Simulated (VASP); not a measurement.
The system is ZnSe (Stilleite).

```
CELL_PARAMETERS angstrom
0.00000 2.83380 2.83380
2.83380 0.00000 2.83380
2.83380 2.83380 0.00000
ATOMIC_POSITIONS crystal
Se 0.75000 0.75000 0.75000
Zn 0.00000 0.00000 0.00000
```

| Item | Value |
| --- | --- |
| Program | VASP 6.6.1 |
| Task | relaxation of cell and atoms |
| Functional | BLYP |
| Potentials or basis | VASP PAW PBE potentials, release 64 (Se, Zn) |
| Cutoff | 600 eV |
| k mesh | 8 × 8 × 8 |
| Occupations | fermi-dirac, width 0.05 eV |
| Spin | no spin polarisation |

At the start: pressure 5.8 GPa; volume 22.76 Å³/atom.

Question: How do energy, volume and symmetry change on relaxing?

Answer: Over 3 steps the energy falls by 37.8 meV/atom and the volume is 25.03 Å³/atom (+10.0 %); space group F-43m (No. 216, to 0.05 Å).

Step by step:
| step | energy change (eV) | largest force (eV/Å) | pressure (GPa) | volume (Å³) |
| --- | --- | --- | --- | --- |
| 1 | 0.0000 | 0.0000 | 5.77 | 45.51 |
| 2 | -0.0725 | 0.0000 | -0.98 | 51.13 |
| 3 | -0.0756 | 0.0000 | 0.03 | 50.06 |

Final structure:
```cif
data_structure
_symmetry_space_group_name_H-M 'P 1'
_symmetry_Int_Tables_number 1
_cell_length_a 4.1368
_cell_length_b 4.1368
_cell_length_c 4.1368
_cell_angle_alpha 60.000
_cell_angle_beta 60.000
_cell_angle_gamma 60.000
_cell_volume 50.06
loop_
_atom_site_label
_atom_site_type_symbol
_atom_site_fract_x
_atom_site_fract_y
_atom_site_fract_z
_atom_site_occupancy
Se1 Se 0.75000 0.75000 0.75000 1
Zn1 Zn 0.00000 0.00000 0.00000 1
```

Caveat: the PAW data sets were made with another functional, which shifts forces and pressure a little.
